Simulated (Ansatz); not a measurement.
## SnTe (Fm-3m), two-dimensional strain map

Method: Ansatz, DFT PBE, scalar-relativistic, plane waves, PAW. The runs took a 420 eV cutoff, a Γ-centred 10×10×10 mesh and Gaussian smearing (0.03 eV). No spin polarisation. Energies are free energies at this smearing, counted from the undisturbed cell; pressure is positive in compression.

Reference structure (as given, not relaxed at this level; it stands at 2.0 GPa):

```yaml
crystal:
  lattice:
    - [0.00000, 3.15650, 3.15650]
    - [3.15650, 0.00000, 3.15650]
    - [3.15650, 3.15650, 0.00000]
  atoms:
    - { symbol: Sn, position: [0.00000, 0.00000, 0.00000] }
    - { symbol: Te, position: [0.50000, 0.50000, 0.50000] }
```

The cell is strained by p along both x and y and by q along z, fractional coordinates fixed. Points are written (p, q).

Energy above the undisturbed cell in meV/atom (a dash: not computed):

```csv
p \ q,-0.080,-0.040,0.000,0.040,0.080
-0.080,?,342.1,294.6,289.3,?
-0.040,?,–,82.9,–,107.3
0.000,151.4,?,0.0,2.6,31.3
0.040,154.5,–,6.5,–,–
0.080,208.1,–,69.5,–,114.0
```

Q: Fill in the withheld energies.

A: (-0.080, -0.080): 454.7; (-0.080, 0.080): 306.2; (-0.040, -0.080): 234.9; (0.000, -0.040): 41.4.